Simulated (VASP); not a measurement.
# A VASP 6.6.1 single-point calculation on RbBr

INCAR

```
LREAL = .FALSE.
PREC = Accurate
EDIFF = 1E-7
BMIX = 0.0001
GGA = PE
IBRION = -1
SIGMA = 0.02
IMIX = 1
LASPH = .TRUE.
NSW = 0
LWAVE = .FALSE.
ISMEAR = -1
NBANDS = 15
LCHARG = .FALSE.
ENCUT = 520
ISIF = 2
AMIX = 2
NELM = 97
```

KPOINTS

```
KPOINTS created by Atomic Simulation Environment
0
Gamma
6 6 6
0 0 0
```

POSCAR

```
Rb Br
 1.0000000000000000
     0.0000000000000000    3.7727594430000000    4.0420150981000003
     3.7727594430000000    0.0000000000000000    4.0420150981000003
     3.7727594430000000    3.7727594430000000    0.0000000000000000
 Rb  Br
   1   1
Cartesian
  0.0000000000000000  0.0000000000000000  0.0000000000000000
  1.8863797215000000  1.8863797215000000  2.0210075490500001
```

The recommended PBE PAW datasets give the neutral cell 16 valence electrons.

Command

```
mpirun -np 1 vasp_std
```

OSZICAR

```
N       E                     dE             d eps       ncg     rms          rms(c)
DAV:   1     0.945885013688E+02    0.94589E+02   -0.61168E+03   900   0.867E+02
DAV:   2     0.224006333223E+01   -0.92348E+02   -0.84730E+02  1274   0.156E+02
DAV:   3    -0.606496275035E+01   -0.83050E+01   -0.82678E+01  1187   0.502E+01
DAV:   4    -0.631780258662E+01   -0.25284E+00   -0.25277E+00  1427   0.826E+00
DAV:   5    -0.631960472462E+01   -0.18021E-02   -0.18021E-02  1230   0.734E-01    0.287E+00
DAV:   6    -0.106593972000E+02   -0.43398E+01   -0.25105E+01  1124   0.187E+01    0.949E+00
DAV:   7    -0.548698496915E+02   -0.44210E+02   -0.25302E+02  1278   0.717E+01    0.701E+01
DAV:   8    -0.340275561031E+03   -0.28541E+03   -0.22820E+03  1306   0.166E+02    0.143E+02
DAV:   9    -0.270765369386E+04   -0.23674E+04   -0.21871E+04  1793   0.269E+02    0.520E+02
DAV:  10    -0.996865590508E+04   -0.72610E+04   -0.67136E+04  1792   0.110E+03    0.949E+02
...
DAV:  21    -0.341165815665E+06   -0.50736E+05   -0.45947E+05  1800   0.501E+03    0.929E+03
DAV:  22    -0.397134596126E+06   -0.55969E+05   -0.53755E+05  1800   0.556E+03    0.103E+04
DAV:  23    -0.456476446814E+06   -0.59342E+05   -0.53770E+05  1800   0.584E+03    0.113E+04
DAV:  24    -0.521061091415E+06   -0.64585E+05   -0.62311E+05  1800   0.639E+03    0.123E+04
DAV:  25    -0.589035435608E+06   -0.67974E+05   -0.61604E+05  1800   0.666E+03    0.133E+04
DAV:  26    -0.662159531181E+06   -0.73124E+05   -0.70486E+05  1800   0.723E+03    0.143E+04
DAV:  27    -0.738706318140E+06   -0.76547E+05   -0.69443E+05  1800   0.755E+03    0.153E+04
DAV:  28    -0.820607263357E+06   -0.81901E+05   -0.78868E+05  1800   0.799E+03    0.162E+04
DAV:  29    -0.905695505591E+06   -0.85088E+05   -0.77165E+05  1800   0.839E+03    0.173E+04
DAV:  30    -0.996232370794E+06   -0.90537E+05   -0.87048E+05  1800   0.886E+03    0.184E+04
```

Standard output (part)

```
POSCAR found type information on POSCAR RbBr
 POSCAR found :  2 types and       2 ions
 LDA part: xc-table for (Slater+PW92), standard interpolation
 POSCAR, INCAR and KPOINTS ok, starting setup
 WAVECAR not read
 entering main loop
|     EEEEEEE  RRRRRR   RRRRRR   OOOOOOO  RRRRRR      ###     ###     ###     |
|     E        R     R  R     R  O     O  R     R     ###     ###     ###     |
|     E        R     R  R     R  O     O  R     R     ###     ###     ###     |
|     EEEEE    RRRRRR   RRRRRR   O     O  RRRRRR       #       #       #      |
|     E        R    R   R    R   O     O  R    R      ###     ###     ###     |
|     EEEEEEE  R     R  R     R  OOOOOOO  R     R     ###     ###     ###     |
|     ERROR FEXCP: supplied Exchange-correletion table                        |
|      is too small, maximal index : 3874                                     |
|       ---->  I REFUSE TO CONTINUE WITH THIS SICK JOB ... BYE!!! <----       |
```

VASP stopped with an error.

**Question.** Why shouldn't this run be trusted?

**Answer.** Mixing far too strong. VASP stopped with an error.
